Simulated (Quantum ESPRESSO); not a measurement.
# Sc (I4/mmm) in Quantum ESPRESSO: convergence with smearing width

Aim: find how far smearing width must go before the results for Sc settle, at PBEsol. This setting moves, with any that are tied to it; all else stays.

Program: Quantum ESPRESSO 7.5. These are calculated values, not measurements. Logs are shortened: lines on timing, memory, paths and dates and some standing lists are left out, and cuts for length are marked.

## (1) Starting point

The structure is tetragonal, space group I4/mmm (No. 139). The conventional cell has a = 3.834 Å, b = 3.834 Å, c = 3.435 Å, α = 90.00°, β = 90.00°, γ = 90.00°. Sc (site symmetry 4/mmm) is surrounded by 10 Sc at 3.21 to 3.44 Å.

This isn't the form of Sc at room conditions, which is hcp.

## (2) With smearing width 0.5 eV

The input, pw.in:

```
&CONTROL
  calculation = 'scf'
  prefix = 'pwscf'
  outdir = './tmp'
  pseudo_dir = './pseudo'
  tprnfor = .true.
  tstress = .true.
  disk_io = 'nowf'
/
&SYSTEM
  ibrav = 0
  nat = 1
  ntyp = 1
  ecutwfc = 78
  nbnd = 11
  occupations = 'smearing'
  smearing = 'fd'
  degauss = 0.03674932
/
&ELECTRONS
  conv_thr = 2d-10
  electron_maxstep = 120
  mixing_beta = 0.5
/
ATOMIC_SPECIES
Sc    44.9559 Sc.upf
CELL_PARAMETERS angstrom
  -1.9172054859    1.9172054859    1.7176030000
   1.9172054859   -1.9172054859    1.7176030000
   1.9172054859    1.9172054859   -1.7176030000
ATOMIC_POSITIONS crystal
Sc     0.0000000000    0.0000000000    0.0000000000
K_POINTS automatic
10 10 10 0 0 0
```

Potentials or basis: PseudoDojo 0.4.1 SR PBEsol standard.

On the command line:

```console
OMP_NUM_THREADS=1 pw.x -in pw.in > pw.out
```

pw.out:

```text
This program is part of the open-source Quantum ESPRESSO suite
     for quantum simulation of materials; please cite
         "P. Giannozzi et al., J. Phys.:Condens. Matter 21 395502 (2009);
         "P. Giannozzi et al., J. Phys.:Condens. Matter 29 465901 (2017);
         "P. Giannozzi et al., J. Chem. Phys. 152 154105 (2020);
     in publications or presentations arising from this work. More details at

     Message from routine setup:
     using ibrav=0 with symmetry is DISCOURAGED, use correct ibrav instead

     G-vector sticks info
     --------------------
     sticks:   dense  smooth     PW     G-vecs:    dense   smooth      PW
     Sum         823     823    283                15859    15859    3175

     Using Slab Decomposition

     bravais-lattice index     =            0
     lattice parameter (alat)  =       6.0653  a.u.
     unit-cell volume          =     170.4185 (a.u.)^3
     number of atoms/cell      =            1
     number of atomic types    =            1
     number of electrons       =        11.00
     number of Kohn-Sham states=           11
     kinetic-energy cutoff     =      78.0000  Ry
     charge density cutoff     =     312.0000  Ry
     scf convergence threshold =      2.0E-10
     mixing beta               =       0.5000
     number of iterations used =            8  plain     mixing
     Exchange-correlation= PBESOL
                           (   1   4  10   8   0   0   0)

     celldm(1)=   6.065260  celldm(2)=   0.000000  celldm(3)=   0.000000
     celldm(4)=   0.000000  celldm(5)=   0.000000  celldm(6)=   0.000000

     crystal axes: (cart. coord. in units of alat)
               a(1) = (  -0.597335   0.597335   0.535146 )
               a(2) = (   0.597335  -0.597335   0.535146 )
               a(3) = (   0.597335   0.597335  -0.535146 )

     reciprocal axes: (cart. coord. in units 2 pi/alat)
               b(1) = ( -0.000000  0.837051  0.934325 )
               b(2) = (  0.837051 -0.000000  0.934325 )
               b(3) = (  0.837051  0.837051  0.000000 )

     PseudoPot. # 1 for Sc read from file:
     Sc.upf
     Pseudo is Norm-conserving + core correction, Zval = 11.0
     Generated using ONCVPSP code by D. R. Hamann
     Using radial grid of 1642 points,  6 beta functions with:
                l(1) =   0
                l(2) =   0
                l(3) =   1
                l(4) =   1
                l(5) =   2
                l(6) =   2

     atomic species   valence    mass     pseudopotential
     Sc               11.00    44.95590     Sc( 1.00)

     16 Sym. Ops., with inversion, found

   Cartesian axes

     site n.     atom                  positions (alat units)
         1        Sc     tau(   1) = (   0.0000000   0.0000000   0.0000000  )

     number of k points=   102  Fermi-Dirac smearing, width (Ry)=  0.0367

     Number of k-points >= 100: set verbosity='high' to print them.

     Dense  grid:    15859 G-vectors     FFT dimensions: (  36,  36,  36)

     Initial potential from superposition of free atoms

     starting charge      10.9975, renormalised to      11.0000
     Starting wfcs are   10 randomized atomic wfcs +    1 random wfcs

     Self-consistent Calculation

     iteration #  1     ecut=    78.00 Ry     beta= 0.50
     Davidson diagonalization with overlap
     ethr =  1.00E-02,  avg # of iterations =  3.3

     Threshold (ethr) on eigenvalues was too large:
     Diagonalizing with lowered threshold

     Davidson diagonalization with overlap
     ethr =  4.63E-05,  avg # of iterations =  4.0

     total energy              =     -96.69633784 Ry
     estimated scf accuracy    <       0.00692071 Ry

     iteration #  2     ecut=    78.00 Ry     beta= 0.50
     Davidson diagonalization with overlap
     ethr =  6.29E-05,  avg # of iterations =  2.0

     total energy              =     -96.69774476 Ry
     estimated scf accuracy    <       0.00025880 Ry

     iteration #  3     ecut=    78.00 Ry     beta= 0.50
     Davidson diagonalization with overlap
     ethr =  2.35E-06,  avg # of iterations =  2.5

     total energy              =     -96.69776630 Ry
     estimated scf accuracy    <       0.00006045 Ry

     iteration #  4     ecut=    78.00 Ry     beta= 0.50
     Davidson diagonalization with overlap
     ethr =  5.50E-07,  avg # of iterations =  1.0

     total energy              =     -96.69776909 Ry
     estimated scf accuracy    <       0.00000183 Ry

     iteration #  5     ecut=    78.00 Ry     beta= 0.50
     Davidson diagonalization with overlap
     ethr =  1.67E-08,  avg # of iterations =  2.0

     total energy              =     -96.69776905 Ry
     estimated scf accuracy    <       0.00000048 Ry

     iteration #  6     ecut=    78.00 Ry     beta= 0.50
     Davidson diagonalization with overlap
     ethr =  4.33E-09,  avg # of iterations =  2.1

     total energy              =     -96.69776915 Ry
     estimated scf accuracy    <          1.3E-09 Ry

     iteration #  7     ecut=    78.00 Ry     beta= 0.50
     Davidson diagonalization with overlap
     ethr =  1.21E-11,  avg # of iterations =  4.2

     total energy              =     -96.69776915 Ry
     estimated scf accuracy    <          3.9E-10 Ry

     iteration #  8     ecut=    78.00 Ry     beta= 0.50
     Davidson diagonalization with overlap
     ethr =  3.52E-12,  avg # of iterations =  3.3

     total energy              =     -96.69776915 Ry
     estimated scf accuracy    <          3.1E-10 Ry

     iteration #  9     ecut=    78.00 Ry     beta= 0.50
     Davidson diagonalization with overlap
     ethr =  2.81E-12,  avg # of iterations =  2.0

     End of self-consistent calculation

     Number of k-points >= 100: set verbosity='high' to print the bands.

     the Fermi energy is     8.9027 ev

!    total energy              =     -96.69776915 Ry
     estimated scf accuracy    <          4.8E-12 Ry
     smearing contrib. (-TS)   =      -0.09329182 Ry
     internal energy E=F+TS    =     -96.60447733 Ry

     The total energy is F=E-TS. E is the sum of the following terms:
     one-electron contribution =     -38.98328389 Ry
     hartree contribution      =      21.40377502 Ry
     xc contribution           =     -16.00838306 Ry
     ewald contribution        =     -63.01658541 Ry

     convergence has been achieved in   9 iterations

     Forces acting on atoms (cartesian axes, Ry/au):

     atom    1 type  1   force =     0.00000000    0.00000000    0.00000000

     Total force =     0.000000     Total SCF correction =     0.000000

     Computing stress (Cartesian axis) and pressure

          total   stress  (Ry/bohr**3)                   (kbar)     P=       -1.60
  -0.00007159  -0.00000000  -0.00000000          -10.53       -0.00       -0.00
  -0.00000000  -0.00007159  -0.00000000           -0.00      -10.53       -0.00
  -0.00000000  -0.00000000   0.00011052           -0.00       -0.00       16.26

=------------------------------------------------------------------------------=
   JOB DONE.
=------------------------------------------------------------------------------=
```

Wall time 36 s (1 thread of Arm Neoverse V1, shared host); peak memory 0.07 GiB.

Results:

| Quantity | Value |
| --- | --- |
| Free energy | -1315.6402 eV |
| Pressure | -0.2 GPa |
| Band gap on the k mesh | none (metal or under the smearing width) |

## (3) With smearing width 0.3 eV

Changes to pw.in since step 2:

```diff
@@ -17,3 +17,3 @@
   smearing = 'fd'
-  degauss = 0.03674932
+  degauss = 0.02204959
 /
```

Potentials or basis: PseudoDojo 0.4.1 SR PBEsol standard.

On the command line:

```console
OMP_NUM_THREADS=1 pw.x -in pw.in > pw.out
```

Run time: 35 s. Hardware: 1 thread of Arm Neoverse V1, shared host; peak memory 0.07 GiB.

What came out:

| Quantity | Value |
| --- | --- |
| Free energy | -1315.2043 eV |
| Pressure | -1.6 GPa |
| Band gap on the k mesh | none (metal or under the smearing width) |

## (4) With smearing width 0.2 eV

Changes to pw.in since step 3:

```diff
@@ -17,3 +17,3 @@
   smearing = 'fd'
-  degauss = 0.02204959
+  degauss = 0.01469973
 /
```

On the command line:

```console
OMP_NUM_THREADS=1 pw.x -in pw.in > pw.out
```

It took 36 s on 1 thread of Arm Neoverse V1, shared host; peak memory 0.07 GiB.

Results:

```
Free energy            : -1315.0464 eV
Pressure               : -2.2 GPa
Band gap on the k mesh : none (metal or under the smearing width)
```

## (5) With smearing width 0.136 eV

Changes to pw.in since step 4:

```diff
@@ -17,3 +17,3 @@
   smearing = 'fd'
-  degauss = 0.01469973
+  degauss = 0.00999582
 /
```

On the command line:

```console
OMP_NUM_THREADS=1 pw.x -in pw.in > pw.out
```

It took 35 s on 1 thread of Arm Neoverse V1, shared host; peak memory 0.07 GiB.

What came out:

```
Free energy            : -1314.9705 eV
Pressure               : -2.6 GPa
Band gap on the k mesh : none (metal or under the smearing width)
```

## (6) With smearing width 0.1 eV

Changes to pw.in since step 5:

```diff
@@ -17,3 +17,3 @@
   smearing = 'fd'
-  degauss = 0.00999582
+  degauss = 0.00734986
 /
```

Potentials or basis: PseudoDojo 0.4.1 SR PBEsol standard.

On the command line:

```console
OMP_NUM_THREADS=1 pw.x -in pw.in > pw.out
```

Run time: 35 s. Hardware: 1 thread of Arm Neoverse V1, shared host; peak memory 0.07 GiB.

Results (log left out):

```
Free energy            : -1314.9377 eV
Pressure               : -2.7 GPa
Band gap on the k mesh : none (metal or under the smearing width)
```

## (7) With smearing width 0.05 eV

Changes to pw.in since step 6:

```diff
@@ -17,3 +17,3 @@
   smearing = 'fd'
-  degauss = 0.00734986
+  degauss = 0.00367493
 /
```

On the command line:

```console
OMP_NUM_THREADS=1 pw.x -in pw.in > pw.out
```

Wall time 34 s (1 thread of Arm Neoverse V1, shared host); peak memory 0.07 GiB.

The run converged. Its results:

```
Free energy            : -1314.9063 eV
Pressure               : -2.9 GPa
Band gap on the k mesh : none (metal or under the smearing width)
```

## (8) With smearing width 0.025 eV

Changes to pw.in since step 7:

```diff
@@ -17,3 +17,3 @@
   smearing = 'fd'
-  degauss = 0.00367493
+  degauss = 0.00183747
 /
```

On the command line:

```console
OMP_NUM_THREADS=1 pw.x -in pw.in > pw.out
```

It took 34 s on 1 thread of Arm Neoverse V1, shared host; peak memory 0.07 GiB.

It converged, with:

```
Free energy            : -1314.8979 eV
Pressure               : -2.9 GPa
Band gap on the k mesh : none (metal or under the smearing width)
```

## (9) With smearing width 0.01 eV

Changes to pw.in since step 8:

```diff
@@ -17,3 +17,3 @@
   smearing = 'fd'
-  degauss = 0.00183747
+  degauss = 0.00073499
 /
```

Potentials or basis: PseudoDojo 0.4.1 SR PBEsol standard.

On the command line:

```console
OMP_NUM_THREADS=1 pw.x -in pw.in > pw.out
```

Run time: 34 s. Hardware: 1 thread of Arm Neoverse V1, shared host; peak memory 0.07 GiB.

Results (log left out):

```yaml
Free_energy: -1314.8956 eV
Pressure: -2.9 GPa
Band_gap_on_the_k_mesh: none (metal or under the smearing width)
```

## (10) The series at a glance

| smearing width | energy less the tightest run, at zero smearing (meV/atom) | pressure (GPa) | SCF cycles | CPU time (s) | peak memory (GiB) |
| --- | --- | --- | --- | --- | --- |
| 0.5 eV | -110.39 | -0.16 | 9 | 36 | 0.07 |
| 0.3 eV | -39.76 | -1.62 | 9 | 35 | 0.07 |
| 0.2 eV | -16.37 | -2.23 | 9 | 36 | 0.07 |
| 0.136 eV | -6.28 | -2.56 | 9 | 35 | 0.07 |
| 0.1 eV | -2.57 | -2.70 | 9 | 35 | 0.07 |
| 0.05 eV | -0.17 | -2.87 | 9 | 34 | 0.07 |
| 0.025 eV | 0.02 | -2.94 | 9 | 34 | 0.07 |
| 0.01 eV | 0.00 | -2.95 | 9 | 34 | 0.07 |

Against the tightest run, the energy stays within 1 meV/atom from 0.05 eV on; the pressure stays within 0.1 GPa from 0.05 eV on. Narrower smearing needs a denser k mesh, so at a fixed mesh the narrowest width isn't the most accurate. The tightest run that finished is the yardstick and may itself not be fully converged.
